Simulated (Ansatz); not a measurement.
Here is an Ansatz 0.2.0 calculation.

The input input.yaml:

```yaml
crystal:
  lattice:
    - [3.232, 0.0, 0.0]
    - [-1.616, 2.798994105, 0.0]
    - [0.0, 0.0, 5.147]
  atoms:
    - { symbol: Zr, position: [0.6666666667, 0.3333333333, 0.75] }
    - { symbol: Zr, position: [0.3333333333, 0.6666666667, 0.25] }
hamiltonian:
  xc: pbesol
  pseudopotentials: { kind: paw }
kpoints:
  mp_grid: { grid: [9, 9, 5] }
scf:
  occupations: { method: fermi_dirac, width: 0.05 }
output:
  forces: true
  stress: true
  eigenvalues: true
relax:
  f_tol: 0.01
  max_steps: 40
  cell: { stress_tol: 0.05, p_target: 30.0 }
```

Potentials or basis: Ansatz PAW.

The run is started by

```console
$ ansatz run input.yaml --threads 2 --pin off --max-ram 5632MiB --backend cpu --events-out ev --progress --plain --runs-dir out
```

Q: Predict the relaxed volume.

A: 18.10 Å³/atom.

Q: Predict the band gap on the k mesh.

A: None (metal or under the smearing width).

The path:
```
step  energy change (eV)  largest force (eV/Å)  volume (Å³)
   1              0.0000                0.0000        46.56
   2              0.1703                0.0000        40.14
   3              0.8710                0.0000        35.26
   4              0.6640                0.0000        36.27
   5              0.6732                0.0000        36.22
   6              0.6785                0.0000        36.19
   7              0.6792                0.0000        36.19
```

Caveat: the volume moved by over 15 % at a fixed basis, so the end points are rough; the plane-wave basis is chosen anew once the cell has moved, so the energies of steps on either side of that aren't comparable; the PAW data sets come from PBE, with cores solved anew for the run's functional, which leaves a small shift of forces and pressure.
